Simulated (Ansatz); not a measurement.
Run on Li (begun as A7 type, now fcc): DFT, PBE, norm-conserving pseudopotentials, Ansatz's default files, scalar-relativistic (Ansatz 0.2.0). This run: the series' base cell.

The cell comes from a relaxation on PAW files under the same functional, begun from a prototype that needn't be the stable phase.

Command: `ansatz run input.yaml --threads 1 --pin off --max-ram 2048MiB --backend cpu --events-out ev --progress --plain --runs-dir out` It took 15 s on 1 thread of Arm Neoverse V1 (shared host), peak memory 0.41 GiB.

```yaml
crystal:
  lattice:
    - [1.5252833556, -0.880622756, 5.0204062935]
    - [0.0, 1.7612455118, 5.0204062935]
    - [-1.5252833556, -0.880622756, 5.0204062935]
  atoms:
    - { symbol: Li, position: [0.2499964156, 0.2499964156, 0.2499964156] }
    - { symbol: Li, position: [-0.2499964156, -0.2499964156, -0.2499964156] }
kpoints:
  mp_grid: { grid: [13, 13, 13] }
scf:
  occupations: { method: fermi_dirac, width: 0.08 }
hamiltonian:
  xc: pbe
  pseudopotentials: { kind: nc }
output:
  forces: true
  stress: true
  eigenvalues: true
```

Output:

```
Warning: the atoms were moved onto the symmetric positions of the space group found under crystal.symmetry.tolerance 1.0e-5 (fractional; no operation is sought that the atoms, as they stand in a round, miss by more than twice it, and no atom is moved by as much as it), and the run uses the moved positions. Before a round's move an operation carried an atom to 1.08e-4 Å from where it should land, the largest such distance. Atom 0 (counting from 0) moved farthest, by 5.40e-5 Å; the longest move in fractions of the cell, of whichever atom, is 0.62 of the tolerance, in 1 round. To run the atoms as typed, lower crystal.symmetry.tolerance until the operations that they miss are no longer found, or set crystal.symmetry.detect: false (a key that needs symmetry detection or time reversal refuses this as the deck is read). The positions used, in the order of the run's atom list: position: [0.25, 0.25, 0.25]; position: [-0.25, -0.25, -0.25]; The lattice was moved too: crystal.lattice keeps the space group found at crystal.symmetry.tolerance 1.0e-5 only nearly: the operation that it misses by the most changes a squared length by the fraction 3.41e-11. The run uses the lattice that is a stretch of the typed one, with no rotation, onto the one that keeps every operation to a double's rounding (on a very oblique basis the stretch itself rounds by more); the deck's lattice vector that moved farthest moved by 4.76e-11 Å. To run the lattice as typed, set crystal.symmetry.detect: false, as for the atoms. crystal.lattice made exact, in Å and degrees: [[1.5252833555889302, -0.880622755973058, 5.020406293494153], [0.0, 1.7612455118461154, 5.0204062935116935], [-1.5252833555889302, -0.880622755973058, 5.020406293494153]]. Pasted over the deck's crystal.lattice, beside positions in fractional coordinates, it runs the same cell (given as lengths and angles, that cell in the form's own orientation, a rigid turn of the misfit's size from the one run here, for which a checkpoint.post_process_only pass over this run's state can be refused: where this run relaxes nothing, give such a pass this deck's own crystal.lattice, as typed; behind a relaxation, as crystal.lattice, the state's own cell, identity.cell in its checkpoint.json), and a matrix so pasted ends this notice, except on a very skew basis of the lattice, where the rounding of the pasted numbers themselves can read as a misfit: the cell is then moved again, and that move is told again. The lattice as run is in this notice's lattice.as_run_ang field (Run.prep()["deck_notices"] in Python, the deck_notice line of an events file, deck_notices of ansatz run --dry-run=json, or deck_notices in record.json in the deck's checkpoint.write directory).
basis.fft_grid_basis auto: the FFT boxes are laid along the combinations [[1, 0, -1], [0, 1, -1], [0, 0, 1]] of the cell's own vectors, 3.051, 3.051 and 5.320 Å long. The dense box has 32×32×60 points. Along the cell's own vectors, as sized, it would have 60×60×60, 3.52 times as many. Of the 24 symmetry operations that the crystal satisfies within crystal.symmetry.tolerance (time reversal apart; of a slab, those that keep its plane) the dense box along the cell's own vectors carries 24, and the one as laid loses 16 of those. basis.fft_grid_basis: typed keeps the cell's own vectors: state it where this run's energies or levels are differenced outside the engine with another run's, or held beside a run that keeps those vectors.
Engine: ansatz 0.2.0
Pseudopotentials: kind: nc
Pseudopotential: Li, nc, valence charge 3, recommended cutoff 1034.032677 eV (normal), Li.nc.azcp
Functional definition: PBE
  parameter kappa = 0.804
  parameter beta = 0.06672455060314922
  exchange = pbe_x(kappa = kappa, mu = beta*pi^2/3)
  correlation = pbe_c(beta = beta)
Crystal: 2 atoms, lattice volume = 40.460 Å³
Basis set: ecut = 1034.032677 eV, 2967 PW (Γ), FFT grids on a1−a3, a2−a3, a3, exchange–correlation on 64×64×120 points (8 copies of the dense FFT grid, shifted against one another)
Bands: 7, of which v1, the nominal top of the filled ones, is band 3 counted from 1 (2 counted from 0)
Symmetry: 24 space group operations
Space group: R-3m (ITA 166), of the structure as read, at distance tolerance 3.4e-5 Å
k-points: 231 of 2197
Non-local potential: Li, projectors of the file, l = 0: 2, l = 1: 2
Initial density: superposition of atomic densities (chi_scale 0.1, normalization cell)
Initial wavefunctions: pseudopotential atomic-orbital guess
Functional: x = pbe(κ = 0.804, μ = 0.2195149727645171), c = pbe(β = 0.06672455060314922)
SCF iter   1: F=—  HF=-393.767176 eV  |F-HF|=—  |Δ(HF+E_count)|=         —  Δρ=4.86e-3  dr2=8.57e-3  ethr=3.10e-3  ⟨swp⟩=5.3  Hψ=13731  notcnv=0
preconditioner: auto → none  [metal: Δε(μ)=0.016 eV  Ē_g=6.393 eV  σ=0.080 eV  W_gap=0.05  n_scr=2 (ndim 8)  ℏωp=8.3 eV  f_vac=0.000  D(μ)=1.10/eV (n_scr^D=2)  sad-step TF]
SCF iter   2: F=—  HF=-393.765091 eV  |F-HF|=—  |Δ(HF+E_count)|=   2.08e-3  Δρ=2.77e-3  dr2=3.61e-3  ethr=1.43e-4  ⟨swp⟩=1.0  Hψ=3467  notcnv=0
SCF iter   3: F=—  HF=-393.763845 eV  |F-HF|=—  |Δ(HF+E_count)|=   1.25e-3  Δρ=4.50e-4  dr2=2.06e-5  ethr=6.01e-5  ⟨swp⟩=2.0  Hψ=2080  notcnv=0
SCF iter   4: F=—  HF=-393.763844 eV  |F-HF|=—  |Δ(HF+E_count)|=   1.41e-6  Δρ=2.94e-5  dr2=7.75e-8  ethr=1.67e-9  ⟨swp⟩=5.9  Hψ=10377  notcnv=0
SCF iter   5: F=-393.763844 eV  HF=-393.763844 eV  |F-HF|=1.09e-10  |Δ(HF+E_count)|=   1.33e-8  Δρ=2.42e-6  dr2=3.84e-10  ethr=1.29e-9  ⟨swp⟩=2.2  Hψ=4706  notcnv=0
SCF 1 converged in 5 iterations: F = -393.763844 eV  dr2 = 3.84e-10
SCF converged after 5 iterations
Free energy (F): -393.763844 eV
Harris-Foulkes:  -393.763844 eV  (|F-HF|=1.09e-10)
Internal energy: -393.741276 eV  (E = F + TS)
E sigma→0 (E₀):  -393.752560 eV
Entropy (-TS):   -0.022567 eV (-11.284 meV/atom)
Fermi energy:    0.954519 eV
--- Per-component energies (eV) ---
  E_band       = -183.037560
  E_kinetic    = 291.118580
  E_local      = -279.292186  (includes V_loc(G=0)·N_el)
  E_nonlocal   = -275.915788
  E_hartree    = 99.542114
  E_xc         = -91.822461
  E_vxc        = -118.032373  (∫ρ·V_xc dr)
  E_ewald      = -137.371535
  E_smearing   = -0.022567  (= −TS)
  E_closure    = 0.000000  (closes the sum)
  Σ components = -393.763844   (vs F -393.763844, Δ=0.00e0)
--- Forces (eV/Å), atoms counted from 1 ---
  atom   1  Li     0.00000000     0.00000000     0.00000000
  atom   2  Li    -0.00000000     0.00000000     0.00000000
  max |Σ_I F_I| component: 0.00e0 eV/Å
--- Stress (GPa, compression-positive) ---
        0.011743       0.000000       0.000000
       -0.000000       0.011743       0.000000
        0.000000       0.000000       0.008297
  P = ⅓ Tr σ = 0.0106 GPa (0.106 kbar)
--- Band table (eV; the first three rows and the last of 231) ---
  k-point 0: bands = ["-45.5581", "-45.5404", "-2.6269", "0.8894", "3.8007", "13.6839", "13.6839"]
  k-point 1: bands = ["-45.5571", "-45.5400", "-2.5292", "0.9953", "3.8645", "12.9141", "13.2819"]
  k-point 2: bands = ["-45.5544", "-45.5388", "-2.2355", "1.3084", "4.0457", "11.0772", "12.5088"]
  k-point 230: bands = ["-45.5489", "-45.5482", "-1.4797", "-1.3672", "8.6633", "9.0523", "12.7100"]
```

Next run (volume at 0.92 of the series' base cell), as changes to the input before:

```diff
   lattice:
-    - [1.5252833556, -0.880622756, 5.0204062935]
-    - [0.0, 1.7612455118, 5.0204062935]
-    - [-1.5252833556, -0.880622756, 5.0204062935]
+    - [1.4834735485, -0.8564838527, 4.8827910641]
+    - [0.0, 1.712967705, 4.8827910642]
+    - [-1.4834735485, -0.8564838527, 4.8827910641]
   atoms:
-    - { symbol: Li, position: [0.2499964156, 0.2499964156, 0.2499964156] }
-    - { symbol: Li, position: [-0.2499964156, -0.2499964156, -0.2499964156] }
+    - { symbol: Li, position: [0.25, 0.25, 0.25] }
+    - { symbol: Li, position: [-0.25, -0.25, -0.25] }
 kpoints:
```

Command: `ansatz run input.yaml --threads 1 --pin off --max-ram 2048MiB --backend cpu --events-out ev --progress --plain --runs-dir out` It took 15 s on 1 thread of Arm Neoverse V1, on a shared host, peak memory 0.4 GiB.

Results part of the output:

```
SCF 1 converged in 5 iterations: F = -393.751064 eV  dr2 = 4.99e-10
SCF converged after 5 iterations
Free energy (F): -393.751064 eV
Harris-Foulkes:  -393.751064 eV  (|F-HF|=2.86e-10)
Internal energy: -393.728895 eV  (E = F + TS)
E sigma→0 (E₀):  -393.739980 eV
Entropy (-TS):   -0.022169 eV (-11.085 meV/atom)
Fermi energy:    1.225398 eV
--- Per-component energies (eV) ---
  E_band       = -180.929404
  E_kinetic    = 291.975909
  E_local      = -274.082497  (includes V_loc(G=0)·N_el)
  E_nonlocal   = -276.092565
  E_hartree    = 97.865458
  E_xc         = -92.152023
  E_vxc        = -118.461167  (∫ρ·V_xc dr)
  E_ewald      = -141.243177
  E_smearing   = -0.022169  (= −TS)
  E_closure    = -0.000000  (closes the sum)
  Σ components = -393.751064   (vs F -393.751064, Δ=0.00e0)
--- Forces (eV/Å), atoms counted from 1 ---
  atom   1  Li     0.00000000     0.00000000     0.00000000
  atom   2  Li     0.00000000     0.00000000     0.00000000
  max |Σ_I F_I| component: 3.02e-26 eV/Å
--- Stress (GPa, compression-positive) ---
        1.322734      -0.000000       0.000000
       -0.000000       1.322734      -0.000000
        0.000000      -0.000000       1.348397
  P = ⅓ Tr σ = 1.3313 GPa (13.313 kbar)
--- Band table (eV; the first three rows and the last of 231) ---
  k-point 0: bands = ["-45.1529", "-45.1284", "-2.4635", "1.1197", "4.3527", "14.7238", "14.7238"]
  k-point 1: bands = ["-45.1516", "-45.1278", "-2.3631", "1.2333", "4.4112", "13.9086", "14.2890"]
  k-point 2: bands = ["-45.1478", "-45.1261", "-2.0609", "1.5691", "4.5758", "11.9666", "13.4602"]
  k-point 230: bands = ["-45.1401", "-45.1392", "-1.2832", "-1.1675", "9.3966", "9.8078", "13.6867"]
```

Next run (volume at 0.84 of the series' base cell), as changes to the input before:

```diff
   lattice:
-    - [1.4834735485, -0.8564838527, 4.8827910641]
-    - [0.0, 1.712967705, 4.8827910642]
-    - [-1.4834735485, -0.8564838527, 4.8827910641]
+    - [1.439164021, -0.8309017349, 4.7369481099]
+    - [0.0, 1.6618034698, 4.7369481099]
+    - [-1.439164021, -0.8309017349, 4.7369481099]
   atoms:
```

Results part of the output:

```
SCF 1 converged in 5 iterations: F = -393.706218 eV  dr2 = 6.62e-10
SCF converged after 5 iterations
Free energy (F): -393.706218 eV
Harris-Foulkes:  -393.706218 eV  (|F-HF|=5.39e-10)
Internal energy: -393.684492 eV  (E = F + TS)
E sigma→0 (E₀):  -393.695355 eV
Entropy (-TS):   -0.021726 eV (-10.863 meV/atom)
Fermi energy:    1.544121 eV
--- Per-component energies (eV) ---
  E_band       = -178.508499
  E_kinetic    = 292.996730
  E_local      = -268.260768  (includes V_loc(G=0)·N_el)
  E_nonlocal   = -276.308133
  E_hartree    = 96.006919
  E_xc         = -92.527415
  E_vxc        = -118.950180  (∫ρ·V_xc dr)
  E_ewald      = -145.591825
  E_smearing   = -0.021726  (= −TS)
  E_closure    = 0.000000  (closes the sum)
  Σ components = -393.706218   (vs F -393.706218, Δ=0.00e0)
--- Forces (eV/Å), atoms counted from 1 ---
  atom   1  Li     0.00000000     0.00000000     0.00000000
  atom   2  Li     0.00000000     0.00000000     0.00000000
  max |Σ_I F_I| component: 0.00e0 eV/Å
--- Stress (GPa, compression-positive) ---
        3.201311       0.000000       0.000000
        0.000000       3.201311       0.000000
        0.000000       0.000000       3.267991
  P = ⅓ Tr σ = 3.2235 GPa (32.235 kbar)
--- Band table (eV; the first three rows and the last of 231) ---
  k-point 0: bands = ["-44.6962", "-44.6615", "-2.2546", "1.3905", "5.0062", "15.9317", "15.9317"]
  k-point 1: bands = ["-44.6943", "-44.6606", "-2.1514", "1.5130", "5.0576", "15.0639", "15.4584"]
  k-point 2: bands = ["-44.6890", "-44.6583", "-1.8409", "1.8750", "5.2001", "13.0011", "14.5652"]
  k-point 230: bands = ["-44.6781", "-44.6768", "-1.0416", "-0.9227", "10.2515", "10.6881", "14.8221"]
```

Next run (volume at 0.45 of the series' base cell), as changes to the input before:

```diff
   lattice:
-    - [1.439164021, -0.8309017349, 4.7369481099]
-    - [0.0, 1.6618034698, 4.7369481099]
-    - [-1.439164021, -0.8309017349, 4.7369481099]
+    - [1.1688390225, -0.6748295243, 3.8471846972]
+    - [0.0, 1.3496590485, 3.8471846972]
+    - [-1.1688390225, -0.6748295243, 3.8471846972]
   atoms:
```

Results part of the output:

```
SCF 1 converged in 5 iterations: F = -392.163231 eV  dr2 = 2.41e-10
SCF converged after 5 iterations
Free energy (F): -392.163231 eV
Harris-Foulkes:  -392.163231 eV  (|F-HF|=1.21e-10)
Internal energy: -392.145771 eV  (E = F + TS)
E sigma→0 (E₀):  -392.154501 eV
Entropy (-TS):   -0.017459 eV (-8.730 meV/atom)
Fermi energy:    4.560617 eV
--- Per-component energies (eV) ---
  E_band       = -157.794815
  E_kinetic    = 303.142036
  E_local      = -224.193087  (includes V_loc(G=0)·N_el)
  E_nonlocal   = -278.667786
  E_hartree    = 82.474448
  E_xc         = -95.637589
  E_vxc        = -123.024952  (∫ρ·V_xc dr)
  E_ewald      = -179.263793
  E_smearing   = -0.017459  (= −TS)
  E_closure    = 0.000000  (closes the sum)
  Σ components = -392.163231   (vs F -392.163231, Δ=0.00e0)
--- Forces (eV/Å), atoms counted from 1 ---
  atom   1  Li     0.00000000     0.00000000     0.00000000
  atom   2  Li     0.00000000     0.00000000     0.00000000
  max |Σ_I F_I| component: 0.00e0 eV/Å
--- Stress (GPa, compression-positive) ---
       41.727069      -0.000000       0.000000
       -0.000000      41.727069      -0.000000
        0.000000      -0.000000      42.354848
  P = ⅓ Tr σ = 41.9363 GPa (419.363 kbar)
--- Band table (eV; the first three rows and the last of 231) ---
  k-point 0: bands = ["-41.2076", "-40.9147", "0.4800", "3.9225", "11.3494", "26.7227", "26.7227"]
  k-point 1: bands = ["-41.1918", "-40.9079", "0.5803", "4.1232", "11.2915", "25.3870", "25.8948"]
  k-point 2: bands = ["-41.1475", "-40.8898", "0.8888", "4.7160", "11.1099", "22.2928", "24.4276"]
  k-point 230: bands = ["-41.0563", "-41.0451", "1.6938", "1.8133", "18.0124", "18.6697", "25.0069"]
```

The norm-conserving files are those that the library serves for this functional. The structure type is held throughout; the real material can change phase at far lower pressure.
